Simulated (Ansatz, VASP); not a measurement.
S: VASP beside Ansatz

The input INCAR:

```
PREC     = Accurate       # precision mode
ENCUT    = 520            # plane-wave cutoff, eV
EDIFF    = 1E-6           # SCF threshold, eV
ISMEAR   = -1             # smearing method
SIGMA    = 0.03           # smearing width, eV
LREAL    = F              # projectors in reciprocal space
LASPH    = T              # aspherical terms in the spheres
NELM     = 100            # most SCF steps
ALGO     = Normal         # electronic algorithm
ISIF     = 2              # what is computed and relaxed
LWAVE    = F              # write WAVECAR
LCHARG   = T              # write CHGCAR
GGA      = PE             # functional
LELF     = T              # ELF
LVHAR    = T            
NBANDS   = 9              # bands
```

Contents of KPOINTS:

```
Automatic mesh
0
Gamma
  16 16 16
```

File POSCAR:

```
S
1.0
    0.0000000000      2.0266521619      2.0266521619
    2.0266521619      0.0000000000      2.0266521619
    2.0266521619      2.0266521619      0.0000000000
S
1
Direct
    0.0000000000      0.0000000000      0.0000000000
```

Input for Ansatz:

```yaml
crystal:
  lattice:
    - [0.0, 2.0266521619, 2.0266521619]
    - [2.0266521619, 0.0, 2.0266521619]
    - [2.0266521619, 2.0266521619, 0.0]
  atoms:
    - { symbol: S, position: [0.0, 0.0, 0.0] }
kpoints:
  mp_grid: { grid: [16, 16, 16] }
scf:
  occupations: { method: fermi_dirac, width: 0.03 }
hamiltonian:
  xc: pbe
  pseudopotentials: { kind: all_electron, lapw: { basis_error: 0.001 } }
output:
  forces: true
  stress: true
  eigenvalues: true
```

Change from the starting cell: volume scaled by 1.05.

Alike in both runs: task single point; functional PBE; k mesh 16 × 16 × 16; occupations fermi-dirac, width 0.03 eV; no spin polarisation.

|  | VASP | Ansatz |
| --- | --- | --- |
| version | VASP 6.6.1 | Ansatz 0.2.0 |
| potentials or method | VASP PAW PBE potentials, release 64 (S) | all-electron LAPW, scalar-relativistic |
| plane-wave cutoff (eV) | 520 | see its input |

```tsv
	VASP	Ansatz	Ansatz less VASP
pressure (GPa)	-3.7	-3.5	+0.19
```

Ansatz ran all-electron here, so the differences hold the error of VASP's frozen core and of both bases.
